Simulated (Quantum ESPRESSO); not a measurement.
## GaP: single point with LDA

Crystal: GaP.

```xyz
2
Lattice="0.0000 2.8010 2.5992 2.8010 0.0000 2.5992 2.8010 2.8010 0.0000" Properties=species:S:1:pos:R:3 pbc="T T T"
Ga    0.0000    0.0000    0.0000
P     1.4005    1.4005    1.2996
```

Measurements of this composition are mostly on another form, of space group No. 216.

```json
{
  "Program": "Quantum ESPRESSO 7.5",
  "Task": "single point",
  "Functional": "LDA",
  "Potentials or basis": "PseudoDojo 0.4.1 SR LDA standard",
  "Cutoff": "1088 eV",
  "Density cutoff": "4354 eV",
  "k mesh": "8 × 8 × 8",
  "Occupations": "gaussian, width 0.01 eV",
  "Spin": "no spin polarisation"
}
```

The pressure is -3.6 GPa. The band gap on the k mesh is 0.82 eV, indirect (least direct gap 1.26 eV).

Stress tensor (GPa, compression positive):
```
-5.30  0.00  0.00
 0.00 -5.30  0.00
 0.00  0.00 -0.21
```

Levels at points of the mesh, in eV from the valence-band top:
```
             k point  band 6  band 7  band 8  band 9  band 10  band 11  band 12  band 13
  (0.00, 0.00, 0.00)  -12.70   -0.37   -0.37    0.00     1.26     3.48     3.64     3.64
 (0.00, 0.00, -0.50)  -10.64   -6.91   -1.65   -1.08     1.13     4.12     4.80     7.86
(0.00, -0.50, -0.50)   -9.84   -7.21   -2.76   -2.71     1.46     1.70     9.80     9.85
(-0.50, -0.50, 0.00)   -9.52   -6.73   -3.25   -3.25     0.97     0.98    10.09    10.09
```

Run time: 45 s on 1 thread of AMD EPYC 7R43 64-Core Processor (Zen 3) (shared host), peak memory 0.1 GiB.

A k mesh can miss the band edges. A hybrid or GW would open this gap; LDA tends to underestimate it.
